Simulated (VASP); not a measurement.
# ZnO: convergence, relaxation of the cell

ZnO, P4_2/mnm (no. 136), 8 atoms in the cell. PBEsol; PAW potentials Zn, O (PBE set). VASP 6.6.1. The cell is changed on purpose: volume scaled by 1.03.

Wanted: cell volume within 0.2 %; lattice lengths within 0.1 %; shortest distances from each atom, periodic images included within 0.005 Å.

What the run is for: cell; Accuracy asked: standard.

The series start from Plane-wave cutoff (eV): 600; k-point mesh: 3 × 3 × 6; Relaxation passes: 2; Ionic threshold (EDIFFG): -0.005; Electronic threshold (eV): 1e-6; Precision mode (PREC): Accurate; Relaxation algorithm: IBRION=2 POTIM=0.5. Each series keeps the choices made before it, and each single choice may use up half of a tolerance. Times cover all steps of a run.

## Plane-wave cutoff (eV)

| Plane-wave cutoff (eV) | Cell volume (Å³) | Lattice lengths, largest deviation against the largest value | Shortest distances from each atom, periodic images included, largest deviation (Å) | Time (s) |
|---|---|---|---|---|
| 400 | 96.16 | 1.5 % | 0.0203 | 89 |
| 460 | 98.7 | 0.26 % | 0.0035 | 99 |
| 520 | 99.17 | 0.029 % | 0.0005 | 117 |
| 600 | 99.15 | 0.059 % | 0.0008 | 138 |
| 700 | 99.07 | 0.084 % | 0.0012 | 131 |
| 840 (reference) | 99.24 | 0 % | 0.0000 | 202 |

Chosen: 840; the next looser run is off by more than half of the tolerance, so convergence isn't shown beyond this value.

## k-point mesh

| k-point mesh | Cell volume (Å³) | Lattice lengths, largest deviation against the largest value | Shortest distances from each atom, periodic images included, largest deviation (Å) | Time (s) |
|---|---|---|---|---|
| 2 × 2 × 3 | 99.25 | 0.23 % | 0.0014 | 116 |
| 2 × 2 × 4 | 99.27 | 0.041 % | 0.0007 | 173 |
| 3 × 3 × 4 | 99.28 | 0.074 % | 0.0004 | 194 |
| 3 × 3 × 6 | 99.24 | 0.011 % | 0.0006 | 202 |
| 4 × 4 × 7 | 99.28 | 0.0023 % | 0.0000 | 342 |
| 5 × 5 × 8 (reference) | 99.28 | 0 % | 0.0000 | 430 |

Chosen: 3 × 3 × 6, the loosest value from which every tighter one stays within half of the tolerance.

## Relaxation passes

| Relaxation passes | Cell volume (Å³) | Lattice lengths, largest deviation against the largest value | Shortest distances from each atom, periodic images included, largest deviation (Å) | Time (s) |
|---|---|---|---|---|
| 1 | 99.29 | 0.02 % | 0.0007 | 144 |
| 2 | 99.24 | 0 % | 0.0000 | 202 |
| 3 (reference) | 99.24 | 0 % | 0.0000 | 246 |

Chosen: 1.

## Ionic threshold (EDIFFG)

| Ionic threshold (EDIFFG) | Cell volume (Å³) | Lattice lengths, largest deviation against the largest value | Shortest distances from each atom, periodic images included, largest deviation (Å) | Time (s) |
|---|---|---|---|---|
| -0.05 | 99.25 | 0.11 % | 0.0012 | 76 |
| -0.02 | 99.31 | 0.11 % | 0.0006 | 95 |
| -0.01 | 99.21 | 0.049 % | 0.0006 | 122 |
| -0.005 | 99.29 | 0.0029 % | 0.0003 | 144 |
| -0.002 (reference) | 99.29 | 0 % | 0.0000 | 274 |

Chosen: -0.01.

## Electronic threshold (eV)

| Electronic threshold (eV) | Cell volume (Å³) | Lattice lengths, largest deviation against the largest value | Shortest distances from each atom, periodic images included, largest deviation (Å) | Time (s) |
|---|---|---|---|---|
| 0.0001 | 99.15 | 0.088 % | 0.0010 | 138 |
| 1e-5 | 99.29 | 0.081 % | 0.0001 | 144 |
| 1e-6 | 99.21 | 0.067 % | 0.0006 | 122 |
| 1e-7 (reference) | 99.26 | 0 % | 0.0000 | 127 |

Chosen: 1e-7; the next looser run is off by more than half of the tolerance, so convergence isn't shown beyond this value.

## Precision mode (PREC)

| Precision mode (PREC) | Cell volume (Å³) | Lattice lengths, largest deviation against the largest value | Shortest distances from each atom, periodic images included, largest deviation (Å) | Time (s) |
|---|---|---|---|---|
| Normal | 99.26 | 0.0031 % | 0.0001 | 74 |
| Accurate (reference) | 99.26 | 0 % | 0.0000 | 127 |

Chosen: Normal.

## Relaxation algorithm

| Relaxation algorithm | Cell volume (Å³) | Lattice lengths, largest deviation against the largest value | Shortest distances from each atom, periodic images included, largest deviation (Å) | Time (s) |
|---|---|---|---|---|
| IBRION=2 POTIM=0.5 | 99.26 | 0 % | 0.0000 | 74 |
| IBRION=2 POTIM=0.2 | 99.22 | 0.047 % | 0.0006 | 79 |
| IBRION=1 POTIM=0.5 | 99.25 | 0.015 % | 0.0003 | 59 |
| IBRION=1 POTIM=0.2 | 99.26 | 0.024 % | 0.0004 | 64 |

Chosen: IBRION=2 POTIM=0.5; no other choice that stays within half of the tolerance saves 30 % of the time.

## All choices together

| Input | Cell volume (Å³) | Lattice lengths, largest deviation against the largest value | Shortest distances from each atom, periodic images included, largest deviation (Å) | Time (s) |
|---|---|---|---|---|
| the program's defaults (naive) | 95.86 | 1.5 % | 0.0223 | 27 |
| chosen settings | 99.26 | 0.083 % | 0.0003 | 74 |
| reference settings throughout | 99.3 | 0 % | 0.0000 | 415 |

The chosen settings stay within the tolerance of the reference run, but the reference itself isn't shown to be converged in: Plane-wave cutoff (eV), Electronic threshold (eV).

Values of the reference run: Lattice lengths: 5.529, 5.529, 3.248 Å.

## The input

INCAR.step1:
```
SYSTEM = ZnO
GGA      = PS             ! functional
ISMEAR   = 0              ! smearing method
SIGMA    = 0.03           ! smearing width, eV
LWAVE    = .False.        ! write WAVECAR
LCHARG   = .False.        ! write CHGCAR
NSW      = 80             ! ionic steps
PREC     = Normal         ! precision mode
LASPH    = .True.         ! aspherical terms in the spheres
LREAL    = .False.        ! projectors in reciprocal space
ALGO     = Normal         ! electronic algorithm
EDIFF    = 1E-7           ! SCF threshold, eV
NELM     = 120            ! most SCF steps
GGA_COMPAT= .False.      
IBRION   = 2              ! ionic algorithm
ISIF     = 3              ! what is computed and relaxed
EDIFFG   = -0.01          ! ionic threshold
NELMIN   = 4            
ENCUT    = 840            ! plane-wave cutoff, eV
EFERMI   = MIDGAP       
KPAR     = 4            
POTIM    = 0.5            ! step
```

INCAR.step2, as INCAR.step1 but for:
```
- NSW = 80
- IBRION = 2
- ISIF = 3
- EDIFFG = -0.01
- NELMIN = 4
- POTIM = 0.5
+ ISIF = 2
```

KPOINTS:
```
Automatic mesh
0
Gamma
  3 3 6
  0 0 0
```

POSCAR.step1:
```
ZnO
1.0
    5.5722030297      0.0000000000      0.0000000000
    0.0000000000      5.5722030297      0.0000000000
    0.0000000000      0.0000000000      3.2910460048
Zn O
4 4
Direct
    0.3180271600      0.6819728400      0.0000000000
    0.6819728400      0.3180271600      0.0000000000
    0.8180271600      0.8180271600      0.5000000000
    0.1819728400      0.1819728400      0.5000000000
    0.3172472300      0.3172472300      0.0000000000
    0.6827527700      0.6827527700      0.0000000000
    0.1827527700      0.8172472300      0.5000000000
    0.8172472300      0.1827527700      0.5000000000
```

Commands (each step's output is kept before the next begins):
```
cat potpaw_PBE.64/Zn/POTCAR potpaw_PBE.64/O/POTCAR > POTCAR
cp INCAR.step1 INCAR
cp POSCAR.step1 POSCAR
mpirun -np 8 vasp_std > vasp.out
cp CONTCAR POSCAR
cp INCAR.step2 INCAR
mpirun -np 8 vasp_std > vasp.out
```

The chosen input took VASP 6.6.1 74 s on 8 cores (Intel Xeon Platinum 8488C (Sapphire Rapids)), a shared host.

## An input that fails: too few ionic steps

It gives no converged result.

Changes against the starting input:
```
- NSW = 80
- NELM = 120
+ NSW = 2
+ NELM = 51
```
